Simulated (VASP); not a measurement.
Input of a VASP 6.6.1 run:

INCAR

```
SYSTEM = SnTe
ALGO     = Normal         ! electronic algorithm
EDIFF    = 1E-6           ! SCF threshold, eV
ENCUT    = 520            ! plane-wave cutoff, eV
GGA      = PE             ! functional
ISIF     = 2              ! what is computed and relaxed
ISMEAR   = 0              ! smearing method
LASPH    = .True.         ! aspherical terms in the spheres
LCHARG   = .False.        ! write CHGCAR
LREAL    = .False.        ! projectors in reciprocal space
LWAVE    = .False.        ! write WAVECAR
NBANDS   = 17             ! bands
NELM     = 60             ! most SCF steps
PREC     = Accurate       ! precision mode
SIGMA    = 0.025          ! smearing width, eV
```

The input KPOINTS:

```
k-points
0
Gamma
  7 7 7
  0 0 0
```

POSCAR

```
SnTe
1.0
    0.0000000000      3.1508500000      3.1508500000
    3.1508500000      0.0000000000      3.1508500000
    3.1508500000      3.1508500000      0.0000000000
Te Sn
1 1
Direct
    0.5000000000      0.5000000000      0.5000000000
    0.0000000000      0.0000000000      0.0000000000
```

Potentials or basis: VASP PAW PBE potentials, release 64 (Te, Sn_d).

The run is started by

```bash
$ cat potpaw_PBE.64/Te/POTCAR potpaw_PBE.64/Sn_d/POTCAR > POTCAR
$ mpirun -np 1 vasp_std > vasp.out
```

**Question.** Estimate the pressure.

**Answer.** 2.2 GPa.

Caveat: this odd mesh misses L, where the gap lies, so gap, dielectric constants and Born charges aren't listed. Spin-orbit coupling is left out, which matters for the levels of Te.
